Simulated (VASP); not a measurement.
# GaAs in VASP: work function with PBEsol

Aim: the work function of GaAs with PBEsol.

Everything below comes from runs of VASP 6.6.1. Logs are shortened: lines on timing, memory, paths and dates and some standing lists are left out, and cuts for length are marked.

## 1. Starting point

The cell holds a slab with vacuum, 10 atoms: a = 5.654 Å, b = 3.998 Å, c = 23.996 Å, α = 90.00°, β = 90.00°, γ = 90.00°.

## 2. Work function, PBEsol

The input, INCAR:

```
SYSTEM = GaAs
  PREC = Accurate
  ENCUT = 520
  EDIFF = 1E-6
  ISMEAR = 0
  SIGMA = 0.05
  LREAL = .FALSE.
  LASPH = .TRUE.
  NELM = 60
  ALGO = Normal
  ISIF = 2
  LWAVE = .FALSE.
  LCHARG = .TRUE.
  LDIPOL = .TRUE.
  IDIPOL = 3
  DIPOL = 0.5 0.5 0.500
  GGA = PS
  LELF = .TRUE.
  LVHAR = .TRUE.
  LVACPOTAV = .TRUE.
```

The input, KPOINTS:

```
Automatic mesh
0
G
  4 6 1
  0 0 0
```

The input, POSCAR:

```
GaAs                                    
1.0
    5.6537000000      0.0000000000      0.0000000000
    0.0000000000      3.9977696090      0.0000000000
    0.0000000000      0.0000000000     23.9955392180
  Ga              As            
     5     5
Direct
     0.5542786153489513    0.5000000000000000    0.3518942003315279
     0.9736425802367967    0.0000000000000000    0.4135092583812593
     0.4797963026874710    0.5000000000000000    0.5000000000000000
     0.9736425802367967    0.0000000000000000    0.5864907416187406
     0.5542786153489513    0.5000000000000000    0.6481057996684723
     0.7640739335089504    0.0000000000000000    0.3229796230358074
     0.2260532458605824    0.5000000000000000    0.4166222110821095
     0.7341069474019685    0.0000000000000000    0.5000000000000000
     0.2260532458605824    0.5000000000000000    0.5833777889178908
     0.7640739335089504    0.0000000000000000    0.6770203769641925
```

Potentials or basis: VASP PAW PBE potentials, release 64 (Ga_d, As).

Launch:

```bash
> cat potpaw_PBE.64/Ga_d/POTCAR potpaw_PBE.64/As/POTCAR > POTCAR
> mpirun -np 1 vasp_std > vasp.out
```

OUTCAR:

```text
SYSTEM = GaAs
   PREC = Accurate
   ENCUT = 520
   EDIFF = 1E-6
   ISMEAR = 0
   LREAL = .FALSE.
   LASPH = .TRUE.
   NELM = 60
   ISIF = 2
   GGA = PS

 ion  position               nearest neighbor table
   1  0.554  0.500  0.352-   7 2.42   6 2.43   6 2.43
   2  0.974  0.000  0.414-   7 2.46   7 2.46   6 2.47   8 2.48
   3  0.480  0.500  0.500-   7 2.46   9 2.46   8 2.46   8 2.46
   4  0.974  0.000  0.586-   9 2.46   9 2.46  10 2.47   8 2.48
   5  0.554  0.500  0.648-   9 2.42  10 2.43  10 2.43
   6  0.764  0.000  0.323-   1 2.43   1 2.43   2 2.47
   7  0.226  0.500  0.417-   1 2.42   2 2.46   2 2.46   3 2.46
   8  0.734  0.000  0.500-   3 2.46   3 2.46   4 2.48   2 2.48
   9  0.226  0.500  0.583-   5 2.42   4 2.46   4 2.46   3 2.46
  10  0.764  0.000  0.677-   5 2.43   5 2.43   4 2.47

  LATTYP: Found a simple orthorhombic cell.
 ALAT       =     3.9977696090
 B/A-ratio  =     1.4142135623
 C/A-ratio  =     6.0022316354

  Lattice vectors:

 A1 = (   0.0000000000,  -3.9977696090,   0.0000000000)
 A2 = (   5.6537000000,   0.0000000000,   0.0000000000)
 A3 = (   0.0000000000,   0.0000000000,  23.9955392180)

Analysis of symmetry for initial positions (statically):
=====================================================================
 Subroutine PRICEL returns:
 Original cell was already a primitive cell.

 Routine SETGRP: Setting up the symmetry group for a
 simple orthorhombic supercell.

 Subroutine GETGRP returns: Found  4 space group operations
 (whereof  4 operations were pure point group operations)
 out of a pool of  8 trial point group operations.

The static configuration has the point symmetry C_2v.

Analysis of symmetry for dynamics (positions and initial velocities):
=====================================================================
 Subroutine PRICEL returns:
 Original cell was already a primitive cell.

 Routine SETGRP: Setting up the symmetry group for a
 simple orthorhombic supercell.

 Subroutine GETGRP returns: Found  4 space group operations
 (whereof  4 operations were pure point group operations)
 out of a pool of  8 trial point group operations.

The dynamic configuration has the point symmetry C_2v.

 Subroutine INISYM returns: Found  4 space group operations
 (whereof  4 operations are pure point group operations),
 and found     1 'primitive' translations

----------------------------------------------------------------------------------------

                                     Primitive cell

  volume of cell :     542.3517

  direct lattice vectors                    reciprocal lattice vectors
     5.653700000  0.000000000  0.000000000     0.176875321  0.000000000  0.000000000
     0.000000000  3.997769609  0.000000000     0.000000000  0.250139477  0.000000000
     0.000000000  0.000000000 23.995539218     0.000000000  0.000000000  0.041674413

  length of vectors
     5.653700000  3.997769609 23.995539218     0.176875321  0.250139477  0.041674413

  position of ions in fractional coordinates (direct lattice)
     0.554278615  0.500000000  0.351894200
     0.973642580  0.000000000  0.413509258
     0.479796303  0.500000000  0.500000000
     0.973642580  0.000000000  0.586490742
     0.554278615  0.500000000  0.648105800
     0.764073934  0.000000000  0.322979623
     0.226053246  0.500000000  0.416622211
     0.734106947  0.000000000  0.500000000
     0.226053246  0.500000000  0.583377789
     0.764073934  0.000000000  0.677020377

  ion indices of the primitive-cell ions
   primitive index   ion index
                 1           1
                 2           2
                 3           3
                 4           4
                 5           5
                 6           6
                 7           7
                 8           8
                 9           9
                10          10

----------------------------------------------------------------------------------------

 KPOINTS: Automatic mesh

Automatic generation of k-mesh.
 Grid dimensions read from file:
 generate k-points for:    4    6    1

 Generating k-lattice:

  Cartesian coordinates                     Fractional coordinates (reciprocal lattice)
     0.044218830  0.000000000  0.000000000     0.250000000  0.000000000  0.000000000
     0.000000000  0.041689913  0.000000000     0.000000000  0.166666667  0.000000000
     0.000000000  0.000000000  0.041674413     0.000000000  0.000000000  1.000000000

  Length of vectors
     0.044218830  0.041689913  0.041674413

  Shift w.r.t. Gamma in fractional coordinates (k-lattice)
     0.000000000  0.000000000  0.000000000

 Subroutine IBZKPT returns following result:
 ===========================================

 Found     12 irreducible k-points:

 Following reciprocal coordinates:
            Coordinates               Weight
  0.000000  0.000000  0.000000      1.000000
  0.250000  0.000000  0.000000      2.000000
  0.500000  0.000000  0.000000      1.000000
  0.000000  0.166667  0.000000      2.000000
  0.250000  0.166667  0.000000      4.000000
  0.500000  0.166667  0.000000      2.000000
  0.000000  0.333333  0.000000      2.000000
  0.250000  0.333333  0.000000      4.000000
  0.500000  0.333333  0.000000      2.000000
  0.000000  0.500000  0.000000      1.000000
  0.250000  0.500000  0.000000      2.000000
  0.500000  0.500000  0.000000      1.000000
   k-points           NKPTS =     12   k-points in BZ     NKDIM =     12   number of bands    NBANDS=     54
   number of dos      NEDOS =    301   number of ions     NIONS =     10
   total plane-waves  NPLWV = 226800
   dimension x,y,z NGX =    42 NGY =   30 NGZ =  180
   dimension x,y,z NGXF=    84 NGYF=   60 NGZF=  360
   ions per type =               5   5
   NGX,Y,Z   is equivalent  to a cutoff of  12.35, 12.48, 12.47 a.u.
   NGXF,Y,Z  is equivalent  to a cutoff of  24.70, 24.95, 24.94 a.u.
 SYSTEM =  GaAs
   PREC   = accura    normal or accurate (medium, high low for compatibility)
   ISTART =      0    job   : 0-new  1-cont  2-samecut
   ICHARG =      2    charge: 1-file 2-atom 10-const
   ISPIN  =      1    spin polarized calculation?
   LNONCOLLINEAR =      F non collinear calculations
   LSORBIT =      F    spin-orbit coupling
   LASPH  =      T    aspherical Exc in radial PAW
   ENCUT  =  520.0 eV  38.22 Ry    6.18 a.u.  10.51  7.43 44.62*2*pi/ulx,y,z
   NELM   =     60;   NELMIN=  2; NELMDL= -5     # of ELM steps
   EDIFF  = 0.1E-05   stopping-criterion for ELM
   LREAL  =      F    real-space projection
   EDIFFG = 0.1E-04   stopping-criterion for IOM
   NSW    =      0    number of steps for IOM
   IBRION =     -1    ionic relax: 0-MD 1-quasi-New 2-CG
   NFREE  =      0    steps in history (QN), initial steepest desc. (CG)
   ISIF   =      2    stress and relaxation
   ISYM   =      2    0-nonsym 1-usesym 2-fastsym
   POTIM  = 0.5000    time-step for ionic-motion
   TEBEG  =    0.0;   TEEND  =   0.0 temperature during run
   PSTRESS=    0.0 pullay stress
   NELECT =      90.0000    total number of electrons
   NUPDOWN=      -1.0000    fix difference up-down
   EMIN   =  10.00;   EMAX   =-10.00  energy-range for DOS
   EFERMI =   0.00;   METHOD = LEGACY
   ISMEAR =     0;   SIGMA  =   0.05  broadening in eV -4-tet -1-fermi 0-gaus
   EFERMI_NEDOS =   21; number of points for ismear=-14 and -15
   IALGO  =     38    algorithm
   IMIX   =      4    mixing-type and parameters
     AMIX     =   0.40;   BMIX     =  1.00
     AMIX_MAG =   1.60;   BMIX_MAG =  1.00
  volume/ion in A,a.u.               =      54.24       366.00
  Fermi-wavevector in a.u.,A,eV,Ry     =   0.899626  1.700047 11.011561  0.809327
  Thomas-Fermi vector in A             =   2.022483
   LORBIT       =      0    0 simple, 1 ext, 2 COOP (PROOUT), +10 PAW based schemes
   GGA     = PS    functional components
   LHFCALC =     F    Hartree Fock is set to
   AEXX    =    0.0000 exact exchange contribution
   IVDW    =     0    specifies the selected vdW correction
   LEPSILON=     F    determine dielectric tensor
   LRPA    =     F    only Hartree local field effects (RPA)
 non-spin polarized calculation
 Gauss-broadening in eV      SIGMA  =   0.05
  energy-cutoff  :      520.00
  volume of cell :      542.35
 maximum number of plane-waves:     14659
   NGX = 21   NGY = 15   NGZ = 89

 dipolmoment           0.000000      0.000000      0.000000 electrons x Angstroem

 number of electron      89.9999997 magnetization

 dipolmoment           0.000000      0.000000     -0.000000 electrons x Angstroem

 Free energy of the ion-electron system (eV)
  ---------------------------------------------------
  ext. energy  EPLUGINS =         0.00000000
  ---------------------------------------------------
  free energy    TOTEN  =       -43.46306117 eV

  energy without entropy =      -43.46306117  energy(sigma->0) =      -43.46306117

 E-fermi :  -1.0348     XC(G=0):  -4.6488

 val. band max:       -1.2919511774   @ k =   0.0000   0.0000   0.0000
 cond. band min:      -0.6446752874   @ k =   0.0000   0.5000   0.0000
 fundamental gap:      0.6472758900
 Fermi energy:        -1.0347779596

 k-point     1 :       0.0000    0.0000    0.0000
  band No.  band energies     occupation
      1     -16.2298      2.00000
      2     -16.2281      2.00000
      3     -16.1515      2.00000
      4     -16.1422      2.00000
      5     -16.1035      2.00000
      6     -16.0991      2.00000
[... 46 lines left out ...]
     53       2.3351      0.00000
     54       2.7581      0.00000

 k-point     2 :       0.2500    0.0000    0.0000
  band No.  band energies     occupation
      1     -16.2338      2.00000
      2     -16.2318      2.00000
      3     -16.1506      2.00000
      4     -16.1428      2.00000
      5     -16.0949      2.00000
      6     -16.0948      2.00000
[... 46 lines left out ...]
     53       2.0546      0.00000
     54       2.8888      0.00000

 k-point     3 :       0.5000    0.0000    0.0000
  band No.  band energies     occupation
      1     -16.2376      2.00000
      2     -16.2352      2.00000
      3     -16.1501      2.00000
      4     -16.1433      2.00000
      5     -16.0948      2.00000
      6     -16.0945      2.00000
[... 46 lines left out ...]
     53       2.2882      0.00000
     54       2.8014      0.00000
[... 400 lines left out ...]
 k-point    11 :       0.2500    0.5000    0.0000
  band No.  band energies     occupation
      1     -16.2145      2.00000
      2     -16.2114      2.00000
      3     -16.1393      2.00000
      4     -16.1337      2.00000
      5     -16.1316      2.00000
      6     -16.1310      2.00000
[... 46 lines left out ...]
     53       2.2366      0.00000
     54       3.1247      0.00000

 k-point    12 :       0.5000    0.5000    0.0000
  band No.  band energies     occupation
      1     -16.2104      2.00000
      2     -16.2078      2.00000
      3     -16.1378      2.00000
      4     -16.1321      2.00000
      5     -16.1305      2.00000
      6     -16.1301      2.00000
[... 46 lines left out ...]
     53       2.8454      0.00000
     54       3.3439      0.00000

------------------------ aborting loop because EDIFF is reached ----------------------------------------

  FORCE on cell =-STRESS in cart. coord.  units (eV):
  Direction    XX          YY          ZZ          XY          YZ          ZX
  --------------------------------------------------------------------------------------
  -------------------------------------------------------------------------------------
  Total       -0.7636096     -1.7645029     -0.0748416      0.0000000      0.0000000      0.0000000
  in kB       -2.2558018     -5.2125704     -0.2210918      0.0000000      0.0000000      0.0000000
  external PRESSURE =      -2.5631546 kB  Pullay stress =       0.0000000 kB

 VOLUME and BASIS-vectors are now :
 -----------------------------------------------------------------------------
  energy-cutoff  :      520.00
  volume of cell :      542.35
      direct lattice vectors                 reciprocal lattice vectors
     5.653700000  0.000000000  0.000000000     0.176875321  0.000000000  0.000000000
     0.000000000  3.997769609  0.000000000     0.000000000  0.250139477  0.000000000
     0.000000000  0.000000000 23.995539218     0.000000000  0.000000000  0.041674413

 POSITION                                       TOTAL-FORCE (eV/Angst)
 -----------------------------------------------------------------------------------
      3.13373      1.99888      8.44389        -0.005440      0.000000      0.002821
      5.50468      0.00000      9.92238         0.000178      0.000000     -0.000906
      2.71262      1.99888     11.99777         0.008376      0.000000      0.000000
      5.50468      0.00000     14.07316         0.000178      0.000000      0.000906
      3.13373      1.99888     15.55165        -0.005440     -0.000000     -0.002821
      4.31984      0.00000      7.75007        -0.007966      0.000000      0.005779
      1.27804      1.99888      9.99707         0.004207      0.000000      0.002008
      4.15042      0.00000     11.99777         0.009666      0.000000      0.000000
      1.27804      1.99888     13.99846         0.004207      0.000000     -0.002008
      4.31984      0.00000     16.24547        -0.007966      0.000000     -0.005779
 -----------------------------------------------------------------------------------
    total drift:                                0.002306     -0.000000     -0.000022

  FREE ENERGIE OF THE ION-ELECTRON SYSTEM (eV)
  ---------------------------------------------------
  free  energy   TOTEN  =       -43.4630611714 eV

  energy  without entropy=      -43.4630611714  energy(sigma->0) =      -43.46306117

 vacuum level on the upper side and lower side of the slab         3.614         3.614
```

Wall time 18 min (1 thread of Intel Xeon Platinum 8175M at 2.50GHz (Skylake/Cascade Lake), shared host); peak memory 0.63 GiB.

What came out:

```
Free energy                            : -43.4631 eV
Largest force                          : 0.010 eV/Å
Band gap on the k mesh                 : 0.65 eV, indirect (least direct gap 1.05 eV)
Ionisation potential of the upper face : 4.91 eV
```

Forces on the atoms (eV/Å):
```
Ga  -0.005  0.000  0.003
Ga   0.000  0.000 -0.001
Ga   0.008  0.000  0.000
Ga   0.000  0.000  0.001
Ga  -0.005  0.000 -0.003
As  -0.008  0.000  0.006
As   0.004  0.000  0.002
As   0.010  0.000  0.000
As   0.004  0.000 -0.002
As  -0.008  0.000 -0.006
```

Caveat: the PAW data sets were made with another functional, which shifts forces and pressure a little. A hybrid or GW would open this gap; PBEsol tends to underestimate it.
